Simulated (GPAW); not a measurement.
## K: single point with PBE

K:

```
CELL_PARAMETERS angstrom
4.45977 -6.50323 0.00000
4.45977 6.50323 0.00000
0.00000 0.00000 8.65912
ATOMIC_POSITIONS crystal
K 0.00000 0.50000 0.25271
K 0.50000 0.00000 0.25271
K 0.50000 0.00000 0.74729
K 0.00000 0.50000 0.74729
K 0.00000 0.00000 0.00000
```

This isn't the form of K at room conditions, which is bcc.

```
Program             : GPAW 26.7.0
Task                : single point
Functional          : PBE
Potentials or basis : GPAW PAW data sets (gpaw-data 1.2.1)
Cutoff              : 600 eV
Basis               : pw
k mesh              : 4 × 4 × 3
Occupations         : gaussian, width 0.05 eV
Spin                : no spin polarisation
Maxiter             : 150
```

```json
{
 "Pressure": "0.0 GPa",
 "Largest force": "0.036 eV/Å",
 "Band gap on the k mesh": "none (metal or under the smearing width)"
}
```

Forces on the atoms (eV/Å):
```
K    0.000  0.000  0.036
K    0.000  0.000  0.036
K    0.000  0.000 -0.036
K    0.000  0.000 -0.036
K    0.000  0.000  0.000
```

Stress tensor (GPa, compression positive):
```
-0.06  0.00  0.00
 0.00 -0.12  0.00
 0.00  0.00  0.12
```

Levels at points of the mesh, in eV from the Fermi level:
```csv
k point,band 19,band 20,band 21,band 22,band 23,band 24,band 25,band 26
"(0.00, 0.00, 0.00)",-15.85,-15.82,-1.82,0.27,0.34,0.72,0.79,1.10
"(0.50, 0.00, 0.00)",-15.85,-15.83,-1.20,-0.94,0.67,0.82,0.84,0.93
"(0.50, 0.50, 0.00)",-15.85,-15.83,-1.16,-0.56,0.14,0.32,0.85,0.95
```

Wall time 3.4 min on 1 thread of Arm Neoverse V1, with other jobs on the host, peak memory 0.48 GiB.
